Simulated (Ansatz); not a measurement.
**Ag under strain**

Computed with Ansatz, DFT PBEsol, scalar-relativistic, plane waves, PAW. (420 eV cutoff, 18×18×14 k-mesh, Gaussian smearing of 0.10 eV, no spin polarisation)

The relaxed crystal:

```
Ag
1.0
     2.02722    2.02722    0.00000
    -2.02722    2.02722    0.00000
     0.00000    0.00000    4.05444
Ag
2
Direct
  0.00000 0.00000 0.00000
  0.50000 0.50000 0.50000
```

Deformation: biaxial strain in the a-b plane, with the length and tilt of c and the atoms relaxed, all within the symmetry that the strain leaves. Energies are extrapolated to zero smearing. On this cell's mesh the reference holds a stress of up to 0.23 GPa.

```tsv
strain (%)	ΔE (meV/atom)	a (Å)	b (Å)	c (Å)
-4.5	29.5	2.738	2.738	4.314
-3.0	12.7	2.781	2.781	4.224
-1.5	3.1	2.824	2.824	4.136
+0.0	0.0	2.867	2.867	4.054
+1.5	1.4	2.910	2.910	3.961
+3.0	6.5	2.953	2.953	3.868
+4.5	13.9	2.996	2.996	3.777
```

Q: What stiffness (1/V) d²E/dε² at zero strain does a cubic fit over all points give?

A: A cubic fit gives (1/V) d²E/dε² = 207 GPa at zero strain (twice the biaxial modulus).

Q: How does the free axis c answer a small strain?

A: Between the innermost points its strain is -1.43 times the applied one.